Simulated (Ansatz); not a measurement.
Ti: pressure against volume

Ti, P6_3/mmc, a = 2.939 Å, c = 4.650 Å. Ansatz: PBE, PAW, 420 eV, Γ-centred 18×18×10 mesh on 2 atoms, Gaussian smearing 0.10 eV; no spin polarisation. Shape and atoms are relaxed at each volume; pressure is positive in compression.

```
V (Å³/atom) P (GPa)
     16.345     7.76
     16.867     3.62
     17.389     0.01
     17.910    -3.13
     18.432        ?
```

Question: Take V0 = 17.389 Å³/atom, count pressures from its P0 = 0.01 GPa, fit the third-order Birch–Murnaghan form to the other rows, and predict the missing pressure.

Answer: With the Eulerian strain f = ½[(V0/V)^(2/3) − 1] and y = (P − P0)/[3f(1 + 2f)^(5/2)], the form is the line y = B0 + 1.5 B0 (B0′ − 4) f. Rows (f, y): 0.02107, 110.6; 0.01026, 111.5; -0.00974, 112.9. Means f = 0.007197, y = 111.67; Σ(Δf)² = 0.0004887, ΣΔfΔy = -0.03620; the slope is their ratio. y = 112.2 − 74.07 f GPa, so B0 = 112.2 GPa and B0′ = 4 + 2 × (-74.07)/(3 × 112.2) = 3.56. At V = 18.432, f = -0.01904, y = 113.61 and P = -5.88 GPa. The run gave -5.86 GPa, so the fit is 0.02 GPa too low, a small miss on the scale of the series. The form still works here, 33 % of the fitted range beyond its end.